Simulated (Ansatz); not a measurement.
Runs of Ansatz 0.2.0 on CO2. It takes space group I-42d (No. 122, tetragonal). The conventional cell has a = 3.949 Å, b = 3.949 Å, c = 6.028 Å, α = 90.00°, β = 90.00°, γ = 90.00°. O (site symmetry 2) is surrounded by 2 C at 1.40 Å. C (site symmetry -4) is surrounded by 4 O at 1.40 Å. The cell comes from a database or a generator and needn't be the stable form of this composition.

```csv
task,level,cell,cutoff (eV),points for each segment of the path,gap on the mesh (eV),pressure (GPa),relaxed volume (Å³/atom),largest force (eV/Å)
band structure,BLYP,as given,420,14,7.80,4.4,-,0.11
relaxation of cell and atoms,revPBE,relaxed,420,-,7.74,0.0,(b),-
relaxation of cell and atoms,PBEsol+D3(BJ),relaxed,420,-,7.68,0.0,(c),-
band structure,r2SCAN,as given,500,14,8.52,-7.9,-,(a)
relaxation of cell and atoms,BLYP,relaxed,420,-,7.71,0.0,8.04,-
```

Alike in all rows: potentials or basis Ansatz PAW; no spin polarisation; k mesh 9 × 9 × 9; smearing fermi-dirac 0.05 eV.

**Question.** Estimate the missing entries.

**Answer.** (a) 0.27; (b) 8.02; (c) 7.52.

Caveats: the PAW data sets come from PBE, with cores solved anew for the run's functional, which leaves a small shift of forces and pressure; odd divisions of the mesh miss points on the zone boundary, where band edges often lie, so the gap on the mesh can be too wide (some runs); the plane-wave basis is chosen anew once the cell has moved, so the energies of steps on either side of that aren't comparable (some runs).

A k mesh can miss the band edges.

Runs at the PBE level aren't shown here.
